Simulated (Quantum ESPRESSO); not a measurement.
# Li (Im-3m) in Quantum ESPRESSO: settings compared, part 3 of 3

Quantum ESPRESSO 7.5.

## Step 5: Energy-loss spectrum, PBEsol

The input, pw.in:

```
&CONTROL
  calculation = 'scf'
  prefix = 'pwscf'
  outdir = './tmp'
  pseudo_dir = './pseudo'
  tprnfor = .true.
  tstress = .true.
  disk_io = 'low'
/
&SYSTEM
  ibrav = 0
  nat = 1
  ntyp = 1
  ecutwfc = 74
  nbnd = 6
  occupations = 'smearing'
  smearing = 'mv'
  degauss = 0.01469973
/
&ELECTRONS
  conv_thr = 2d-10
  electron_maxstep = 120
  mixing_beta = 0.5
/
ATOMIC_SPECIES
Li     6.9400 Li.upf
CELL_PARAMETERS angstrom
  -1.7546500000    1.7546500000    1.7546500000
   1.7546500000   -1.7546500000    1.7546500000
   1.7546500000    1.7546500000   -1.7546500000
ATOMIC_POSITIONS crystal
Li     0.0000000000    0.0000000000    0.0000000000
K_POINTS automatic
8 8 8 0 0 0
```

The input, scf2.in:

```
&CONTROL
  calculation = 'scf'
  prefix = 'pwscf'
  outdir = './tmp'
  pseudo_dir = './pseudo'
  tprnfor = .true.
  tstress = .true.
  disk_io = 'low'
/
&SYSTEM
  ibrav = 0
  nat = 1
  ntyp = 1
  ecutwfc = 74
  nbnd = 6
  occupations = 'smearing'
  smearing = 'mv'
  degauss = 0.01469973
/
&ELECTRONS
  conv_thr = 1d-11
  electron_maxstep = 120
  mixing_beta = 0.5
  startingpot = 'file'
  startingwfc = 'file'
/
ATOMIC_SPECIES
Li     6.9400 Li.upf
CELL_PARAMETERS angstrom
  -1.7546500000    1.7546500000    1.7546500000
   1.7546500000   -1.7546500000    1.7546500000
   1.7546500000    1.7546500000   -1.7546500000
ATOMIC_POSITIONS crystal
Li     0.0000000000    0.0000000000    0.0000000000
K_POINTS automatic
8 8 8 0 0 0
```

The input, eels.in:

```
&LR_INPUT
  prefix = 'pwscf'
  outdir = './tmp'
  restart_step = 5000
  restart = .false.
/
&LR_CONTROL
  calculator = 'lanczos'
  approximation = 'TDDFT'
  q1 = 0.2902167739
  q2 = 0
  q3 = 0
  itermax = 200
/
```

The input, spectrum.in:

```
&LR_INPUT
  prefix = 'pwscf'
  outdir = './tmp'
  eels = .true.
  itermax0 = 200
  itermax = 20000
  extrapolation = 'osc'
  epsil = 0.03
  units = 1
  start = 0
  end = 40
  increment = 0.2
/
```

Potentials or basis: PseudoDojo 0.4.1 SR PBEsol standard.

Run with:

```bash
> OMP_NUM_THREADS=1 pw.x -in pw.in > pw.out
> OMP_NUM_THREADS=1 pw.x -in scf2.in > scf2.out
> OMP_NUM_THREADS=1 turbo_eels.x -in eels.in > eels.out
> OMP_NUM_THREADS=1 turbo_spectrum.x -in spectrum.in > spectrum.out
```

pw.out:

```text
This program is part of the open-source Quantum ESPRESSO suite
     for quantum simulation of materials; please cite
[... 9 lines left out ...]
     --------------------
     sticks:   dense  smooth     PW     G-vecs:    dense   smooth      PW
     Sum         731     731    261                12527    12527    2659

     Using Slab Decomposition

     bravais-lattice index     =            0
     lattice parameter (alat)  =       5.7431  a.u.
     unit-cell volume          =     145.8237 (a.u.)^3
     number of atoms/cell      =            1
     number of atomic types    =            1
     number of electrons       =         3.00
     number of Kohn-Sham states=            6
     kinetic-energy cutoff     =      74.0000  Ry
     charge density cutoff     =     296.0000  Ry
     scf convergence threshold =      2.0E-10
     mixing beta               =       0.5000
     number of iterations used =            8  plain     mixing
     Exchange-correlation= PBESOL
                           (   1   4  10   8   0   0   0)

     celldm(1)=   5.743148  celldm(2)=   0.000000  celldm(3)=   0.000000
     celldm(4)=   0.000000  celldm(5)=   0.000000  celldm(6)=   0.000000

     crystal axes: (cart. coord. in units of alat)
               a(1) = (  -0.577350   0.577350   0.577350 )
               a(2) = (   0.577350  -0.577350   0.577350 )
               a(3) = (   0.577350   0.577350  -0.577350 )

     reciprocal axes: (cart. coord. in units 2 pi/alat)
               b(1) = ( -0.000000  0.866025  0.866025 )
[... 65 lines left out ...]
     Davidson diagonalization with overlap
     ethr =  1.00E-02,  avg # of iterations =  6.3

     Threshold (ethr) on eigenvalues was too large:
     Diagonalizing with lowered threshold

     Davidson diagonalization with overlap
     ethr =  9.94E-06,  avg # of iterations =  4.9

     total energy              =     -14.30767823 Ry
     estimated scf accuracy    <       0.00029163 Ry
[... 29 lines left out ...]
     iteration #  6     ecut=    74.00 Ry     beta= 0.50
     Davidson diagonalization with overlap
     ethr =  9.63E-12,  avg # of iterations =  1.0

     End of self-consistent calculation

          k = 0.0000 0.0000 0.0000 (  1553 PWs)   bands (ev):

   -45.3101  -2.7248  14.7840  14.7840  14.7840  19.3371

          k = 0.1083 0.1083 0.0000 (  1541 PWs)   bands (ev):
[... 51 lines left out ...]
          k = 0.4330 0.3248 0.3248 (  1570 PWs)   bands (ev):

   -45.2935   2.1090   4.3930   6.1474   9.2018  20.9650

          k = 0.0000-0.1083 0.3248 (  1568 PWs)   bands (ev):

   -45.3003  -1.2708   9.1971  10.6610  13.0702  14.4757

          k =-0.0000-0.2165 0.4330 (  1567 PWs)   bands (ev):

   -45.2950   0.1442   5.8617   9.5973  12.3109  15.3954

          k = 0.1083-0.1083 0.4330 (  1567 PWs)   bands (ev):

   -45.2952  -0.1023   7.2771   8.5117  12.9968  13.6931

          k =-0.8660-0.3248-0.3248 (  1568 PWs)   bands (ev):

   -45.2928   1.3889   3.9459   9.2370  12.0346  16.1678
[... 37 lines left out ...]
          k =-0.8660-0.8660-0.8660 (  1566 PWs)   bands (ev):

   -45.2835   6.0643   6.0643   6.0643   8.2432   8.2432

     the Fermi energy is     0.8063 ev

!    total energy              =     -14.30765861 Ry
     estimated scf accuracy    <          3.5E-11 Ry
     smearing contrib. (-TS)   =      -0.00042237 Ry
     internal energy E=F+TS    =     -14.30723623 Ry

     The total energy is F=E-TS. E is the sum of the following terms:
     one-electron contribution =      -9.75851050 Ry
     hartree contribution      =       3.62173170 Ry
     xc contribution           =      -3.23152527 Ry
     ewald contribution        =      -4.93893217 Ry

     convergence has been achieved in   6 iterations

     Forces acting on atoms (cartesian axes, Ry/au):

     atom    1 type  1   force =     0.00000000    0.00000000    0.00000000

     Total force =     0.000000     Total SCF correction =     0.000000

     Computing stress (Cartesian axis) and pressure

          total   stress  (Ry/bohr**3)                   (kbar)     P=       -7.79
  -0.00005298   0.00000000   0.00000000           -7.79        0.00        0.00
   0.00000000  -0.00005298   0.00000000            0.00       -7.79        0.00
   0.00000000   0.00000000  -0.00005298            0.00        0.00       -7.79

=------------------------------------------------------------------------------=
   JOB DONE.
=------------------------------------------------------------------------------=
```

scf2.out:

```text
This program is part of the open-source Quantum ESPRESSO suite
     for quantum simulation of materials; please cite
[... 9 lines left out ...]
     --------------------
     sticks:   dense  smooth     PW     G-vecs:    dense   smooth      PW
     Sum         731     731    261                12527    12527    2659
[... 243 lines left out ...]
  -0.00005298  -0.00000000  -0.00000000           -7.79       -0.00       -0.00
  -0.00000000  -0.00005298  -0.00000000           -0.00       -7.79       -0.00
  -0.00000000  -0.00000000  -0.00005298           -0.00       -0.00       -7.79

=------------------------------------------------------------------------------=
   JOB DONE.
=------------------------------------------------------------------------------=
```

eels.out:

```text
This program is part of the open-source Quantum ESPRESSO suite
     for quantum simulation of materials; please cite
         "P. Giannozzi et al., J. Phys.:Condens. Matter 21 395502 (2009);
         "P. Giannozzi et al., J. Phys.:Condens. Matter 29 465901 (2017);
         "P. Giannozzi et al., J. Chem. Phys. 152 154105 (2020);
     in publications or presentations arising from this work. More details at

[... 366 lines left out ...]
     gamma(00000200)= 38.620361
     z1=       1 -0.173768057756395E-01 -0.145847548497329E-10
     End of Lanczos iterations

     Finished linear response calculation...

     US routines

     EELS routines

=------------------------------------------------------------------------------=
   JOB DONE.
=------------------------------------------------------------------------------=
```

Wall time 41 s (1 thread of Intel Xeon Platinum 8488C (Sapphire Rapids), shared host); peak memory 0.19 GiB.

What came out:

| Quantity | Value |
| --- | --- |
| Free energy | -194.6656 eV |
| Pressure | -0.8 GPa |
| Band gap on the k mesh | none (metal or under the smearing width) |
| Peak of the energy-loss function | 7.2 eV |

Energy-loss function at q = [0.6, 0.0, 0.0] (Å⁻¹, cartesian):
```tsv
energy (eV)	loss
0.0	0.000
1.8	0.019
3.4	0.050
5.2	0.177
7.0	3.110
8.6	1.246
10.4	0.759
12.2	0.520
13.8	0.359
15.6	0.219
17.4	0.122
19.0	0.068
20.8	0.033
22.4	0.015
24.2	0.004
26.0	-0.001
27.6	-0.004
29.4	-0.005
31.2	-0.005
32.8	-0.005
34.6	-0.004
36.4	-0.003
38.0	-0.002
39.8	0.000
```

Caveat: the k mesh is coarse.

## Step 6: Energy-loss spectrum, PBE (volume scaled by 0.92)

The input, pw.in:

```
&CONTROL
  calculation = 'scf'
  prefix = 'pwscf'
  outdir = './tmp'
  pseudo_dir = './pseudo'
  tprnfor = .true.
  tstress = .true.
  disk_io = 'low'
/
&SYSTEM
  ibrav = 0
  A = 2.95583647
  nat = 1
  ntyp = 1
  ecutwfc = 96
  ecutrho = 385
  nbnd = 6
  occupations = 'smearing'
  smearing = 'mv'
  degauss = 0.00999582
/
&ELECTRONS
  conv_thr = 2d-10
  electron_maxstep = 120
  mixing_beta = 0.5
  mixing_mode = 'local-TF'
/
ATOMIC_SPECIES
Li     6.9400 Li.upf
CELL_PARAMETERS alat
  -0.5773502700    0.5773502700    0.5773502700
   0.5773502700   -0.5773502700    0.5773502700
   0.5773502700    0.5773502700   -0.5773502700
ATOMIC_POSITIONS alat
Li     0.0000000000    0.0000000000    0.0000000000
K_POINTS automatic
8 8 8 0 0 0
```

The input, scf2.in:

```
&CONTROL
  calculation = 'scf'
  prefix = 'pwscf'
  outdir = './tmp'
  pseudo_dir = './pseudo'
  tprnfor = .true.
  tstress = .true.
  disk_io = 'low'
/
&SYSTEM
  ibrav = 0
  A = 2.95583647
  nat = 1
  ntyp = 1
  ecutwfc = 96
  ecutrho = 385
  nbnd = 6
  occupations = 'smearing'
  smearing = 'mv'
  degauss = 0.00999582
/
&ELECTRONS
  conv_thr = 1d-11
  electron_maxstep = 120
  mixing_beta = 0.5
  mixing_mode = 'local-TF'
  startingpot = 'file'
  startingwfc = 'file'
/
ATOMIC_SPECIES
Li     6.9400 Li.upf
CELL_PARAMETERS alat
  -0.5773502700    0.5773502700    0.5773502700
   0.5773502700   -0.5773502700    0.5773502700
   0.5773502700    0.5773502700   -0.5773502700
ATOMIC_POSITIONS alat
Li     0.0000000000    0.0000000000    0.0000000000
K_POINTS automatic
8 8 8 0 0 0
```

eels.in, as its differences from that of step 5:

```diff
@@ -9,6 +9,6 @@
   approximation = 'TDDFT'
-  q1 = 0.2902167739
+  q1 = 0.02352179929
   q2 = 0
   q3 = 0
-  itermax = 200
+  itermax = 300
 /
```

The input, spectrum.in:

```
&LR_INPUT
  prefix = 'pwscf'
  outdir = './tmp'
  eels = .true.
  itermax0 = 300
  itermax = 20000
  extrapolation = 'osc'
  epsil = 0.02
  units = 1
  start = 0
  end = 40
  increment = 0.2
/
```

Potentials or basis: PseudoDojo 0.4.1 SR PBE standard.

Run with:

```bash
> OMP_NUM_THREADS=1 pw.x -in pw.in > pw.out
> OMP_NUM_THREADS=1 pw.x -in scf2.in > scf2.out
> OMP_NUM_THREADS=1 turbo_eels.x -in eels.in > eels.out
> OMP_NUM_THREADS=1 turbo_spectrum.x -in spectrum.in > spectrum.out
```

pw.out:

```text
This program is part of the open-source Quantum ESPRESSO suite
     for quantum simulation of materials; please cite
         "P. Giannozzi et al., J. Phys.:Condens. Matter 21 395502 (2009);
         "P. Giannozzi et al., J. Phys.:Condens. Matter 29 465901 (2017);
         "P. Giannozzi et al., J. Chem. Phys. 152 154105 (2020);
     in publications or presentations arising from this work. More details at

     Message from routine setup:
     no reason to have ecutrho>4*ecutwfc
     Message from routine setup:
     using ibrav=0 with symmetry is DISCOURAGED, use correct ibrav instead

     G-vector sticks info
     --------------------
     sticks:   dense  smooth     PW     G-vecs:    dense   smooth      PW
     Sum         905     905    311                17117    17117    3463

     Using Slab Decomposition

     bravais-lattice index     =            0
     lattice parameter (alat)  =       5.5857  a.u.
     unit-cell volume          =     134.1578 (a.u.)^3
     number of atoms/cell      =            1
     number of atomic types    =            1
     number of electrons       =         3.00
     number of Kohn-Sham states=            6
     kinetic-energy cutoff     =      96.0000  Ry
     charge density cutoff     =     385.0000  Ry
     scf convergence threshold =      2.0E-10
     mixing beta               =       0.5000
     number of iterations used =            8  local-TF  mixing
     Exchange-correlation= PBE
                           (   1   4   3   4   0   0   0)

     celldm(1)=   5.585721  celldm(2)=   0.000000  celldm(3)=   0.000000
     celldm(4)=   0.000000  celldm(5)=   0.000000  celldm(6)=   0.000000

[... 78 lines left out ...]
     Diagonalizing with lowered threshold

     Davidson diagonalization with overlap
     ethr =  1.04E-05,  avg # of iterations =  5.0

     total energy              =     -14.40764625 Ry
     estimated scf accuracy    <       0.00030244 Ry
[... 29 lines left out ...]
     iteration #  6     ecut=    96.00 Ry     beta= 0.50
     Davidson diagonalization with overlap
     ethr =  3.16E-11,  avg # of iterations =  1.5

     End of self-consistent calculation

          k = 0.0000 0.0000 0.0000 (  2123 PWs)   bands (ev):

   -45.4698  -2.5877  15.8260  15.8260  15.8260  20.6484

          k = 0.1083 0.1083 0.0000 (  2126 PWs)   bands (ev):
[... 51 lines left out ...]
          k = 0.4330 0.3248 0.3248 (  2131 PWs)   bands (ev):

   -45.4478   2.4220   4.8230   6.7159  10.0960  22.3680

          k = 0.0000-0.1083 0.3248 (  2133 PWs)   bands (ev):

   -45.4568  -1.0837   9.9315  11.4662  14.0543  15.4772

          k =-0.0000-0.2165 0.4330 (  2129 PWs)   bands (ev):

   -45.4498   0.3793   6.4325  10.3414  13.2529  16.4588

          k = 0.1083-0.1083 0.4330 (  2134 PWs)   bands (ev):

   -45.4501   0.1286   7.8759   9.2488  13.9750  14.6465

          k =-0.8660-0.3248-0.3248 (  2140 PWs)   bands (ev):

   -45.4469   1.6466   4.4534   9.9604  12.9616  17.1626
[... 37 lines left out ...]
          k =-0.8660-0.8660-0.8660 (  2214 PWs)   bands (ev):

   -45.4347   6.6041   6.6041   6.6041   8.8733   8.8733

     the Fermi energy is     1.0621 ev

!    total energy              =     -14.40758166 Ry
     estimated scf accuracy    <          2.7E-11 Ry
     smearing contrib. (-TS)   =      -0.00030059 Ry
     internal energy E=F+TS    =     -14.40728106 Ry

     The total energy is F=E-TS. E is the sum of the following terms:
     one-electron contribution =      -9.56269497 Ry
     hartree contribution      =       3.57519328 Ry
     xc contribution           =      -3.34164972 Ry
     ewald contribution        =      -5.07812966 Ry

     convergence has been achieved in   6 iterations

     Forces acting on atoms (cartesian axes, Ry/au):

     atom    1 type  1   force =     0.00000000    0.00000000    0.00000000

     Total force =     0.000000     Total SCF correction =     0.000000

     Computing stress (Cartesian axis) and pressure

          total   stress  (Ry/bohr**3)                   (kbar)     P=        3.37
   0.00002290   0.00000000   0.00000000            3.37        0.00        0.00
   0.00000000   0.00002290   0.00000000            0.00        3.37        0.00
   0.00000000   0.00000000   0.00002290            0.00        0.00        3.37

=------------------------------------------------------------------------------=
   JOB DONE.
=------------------------------------------------------------------------------=
```

scf2.out:

```text
This program is part of the open-source Quantum ESPRESSO suite
     for quantum simulation of materials; please cite
         "P. Giannozzi et al., J. Phys.:Condens. Matter 21 395502 (2009);
         "P. Giannozzi et al., J. Phys.:Condens. Matter 29 465901 (2017);
         "P. Giannozzi et al., J. Chem. Phys. 152 154105 (2020);
[... 257 lines left out ...]
  -0.00000000   0.00002293  -0.00000000           -0.00        3.37       -0.00
  -0.00000000  -0.00000000   0.00002293           -0.00       -0.00        3.37

=------------------------------------------------------------------------------=
   JOB DONE.
=------------------------------------------------------------------------------=
```

Wall time 86 s (1 thread of Intel Xeon Platinum 8488C (Sapphire Rapids), shared host); peak memory 0.26 GiB.

What came out:

```yaml
Free_energy: -196.0251 eV
Pressure: 0.3 GPa
Band_gap_on_the_k_mesh: none (metal or under the smearing width)
Peak_of_the_energy-loss_function: 9.8 eV
```

Energy-loss function at q = [0.05, 0.0, 0.0] (Å⁻¹, cartesian):
```tsv
energy (eV)	loss
0.0	0.000
1.8	0.022
3.4	0.163
5.2	0.407
7.0	0.885
8.6	1.755
10.4	2.175
12.2	1.008
13.8	0.437
15.6	0.178
17.4	0.067
19.0	0.018
20.8	-0.009
22.4	-0.019
24.2	-0.020
26.0	-0.016
27.6	-0.011
29.4	-0.006
31.2	-0.002
32.8	0.002
34.6	0.005
36.4	0.007
38.0	0.010
39.8	0.013
```

Caveat: the k mesh is coarse; the wave vector is under the mesh spacing, so the intraband response is poorly sampled.

## Step 7: Summary

| task | level | potentials or basis | cell | k mesh | cutoff (eV) | smearing | form of the LDA correlation | iterations | mixing mode | other keys | gap on the mesh (eV) | pressure (GPa) |
| --- | --- | --- | --- | --- | --- | --- | --- | --- | --- | --- | --- | --- |
| phonons | PBEsol | GBRV 1.5 PBEsol | relaxed | 11 × 11 × 11 | 612 | methfessel-paxton 0.2 eV | - | - | - | - | none | 0.0 |
| phonons | PBE | JTH 2.0 PBE | relaxed | 11 × 11 × 11 | 490 | gaussian 0.272 eV | - | - | - | - | none | 0.1 |
| phonons | LDA | JTH 2.0 LDA | relaxed | 11 × 11 × 11 | 490 | gaussian 0.2 eV | PW92 | - | - | - | none | 0.1 |
| energy-loss spectrum | PBEsol | PseudoDojo 0.4.1 SR PBEsol standard | as given | 8 × 8 × 8 | 1007 | cold 0.2 eV | - | 200 | - | - | none | -0.8 |
| energy-loss spectrum | PBE | PseudoDojo 0.4.1 SR PBE standard | volume scaled by 0.92 | 8 × 8 × 8 | 1306 | cold 0.136 eV | - | 300 | local-TF | ecut_scale = 1.3; mixing_mode = local-TF | none | 0.3 |

Alike in all rows: no spin polarisation.

Caveats: the q point doesn't lie on the k mesh, which can shift a metal's frequencies strongly unless the mesh is converged (some runs); the cutoff is low for these files, which shifts pressure and relaxed volume (some runs); some modes are imaginary (some runs); the wave vector is under the mesh spacing, so the intraband response is poorly sampled (some runs).

Absolute energies hang on the potentials; compare differences alone.
